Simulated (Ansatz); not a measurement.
# CdSe: a single-point run

Aim: a sound single-point run of CdSe. The structure is shown as the input types it. The cell is built on a prototype (CsCl type) and needn't be the phase found in nature.

Program: Ansatz 0.2.0. Level of theory: density functional or hybrid calculation with the settings of its input, plane waves (as first typed). These are calculated values, not measurements.

8 further runs of the same task are left out: 8 that didn't finish.

## (1) Starting point

The structure is cubic, space group Pm-3m (No. 221). Conventional cell: a = 3.533 Å, b = 3.533 Å, c = 3.533 Å, α = 90.00°, β = 90.00°, γ = 90.00°. Around Cd (site symmetry m-3m) lie 8 Se at 3.06 Å. Se (site symmetry m-3m) is surrounded by 8 Cd at 3.06 Å.

The input asks for a charge of +1 e on the cell.

Coordinates:

```cif
data_structure
_symmetry_space_group_name_H-M 'P 1'
_symmetry_Int_Tables_number 1
_cell_length_a 3.5331
_cell_length_b 3.5331
_cell_length_c 3.5331
_cell_angle_alpha 90.000
_cell_angle_beta 90.000
_cell_angle_gamma 90.000
_cell_volume 44.10
loop_
_atom_site_label
_atom_site_type_symbol
_atom_site_fract_x
_atom_site_fract_y
_atom_site_fract_z
_atom_site_occupancy
Cd1 Cd 0.00000 0.00000 0.00000 1
Se1 Se 0.50000 0.50000 0.50000 1
```

## (2) Running it

Contents of input.yaml:

```yaml
crystal:
  lattice:
    - [3.5331017187, 0.0, 0.0]
    - [0.0, 3.5331017187, 0.0]
    - [0.0, 0.0, 3.5331017187]
  atoms:
    - { symbol: Cd, position: [0.0, 0.0, 0.0] }
    - { symbol: Se, position: [0.5, 0.5, 0.5] }
kpoints:
  mp_grid: { grid: [6, 6, 6] }
hamiltonian:
  xc: pbe
scf:
  occupations: { method: fermi_dirac, width: 0.02 }
  n_extra_bands: 4
  max_iter: 62
output:
  forces: true
  stress: true
  eigenvalues: true
total_charge: 1
```

Launch:

```console
$ ansatz run input.yaml --threads 4 --pin off --max-ram 3686MiB --backend cpu --events-out ev --progress --plain --runs-dir out
```

What happens when this is run?

The program finished normally. That alone doesn't make the input a sound one.

Look at the input: total_charge is 1. The net charge is not the one intended, so the run treats another number of electrons.

To check: delete total_charge (the default then holds).
